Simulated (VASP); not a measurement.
Ta: single point with PBEsol

Crystal: Ta.

```
Ta
1.0
    -1.65128    1.65128    1.65128
     1.65128   -1.65128    1.65128
     1.65128    1.65128   -1.65128
Ta
1
Direct
  0.00000 0.00000 0.00000
```

```json
{"Program": "VASP 6.6.1", "Task": "single point", "Functional": "PBEsol", "Potentials or basis": "VASP PAW PBE potentials, release 64 (Ta)", "Cutoff": "500 eV", "k mesh": "11 × 11 × 11", "Occupations": "gaussian, width 0.1 eV", "Spin": "no spin polarisation"}
```

```yaml
Pressure: -6.0 GPa
Band_gap_on_the_k_mesh: none (metal or under the smearing width)
```

Levels at points of the mesh, in eV from the Fermi level:
| k point | band 1 | band 2 | band 3 | band 4 | band 5 |
| --- | --- | --- | --- | --- | --- |
| (0.00, 0.00, 0.00) | -7.91 | 0.74 | 0.74 | 0.74 | 4.01 |

Run time: 4.9 s on 1 thread of AMD EPYC 9R45 (Zen 5), with other jobs on the host, peak memory 0.11 GiB.

Caveat: the PAW data sets were made with another functional, which shifts forces and pressure a little. Spin-orbit coupling is left out, which matters for the levels of Ta.
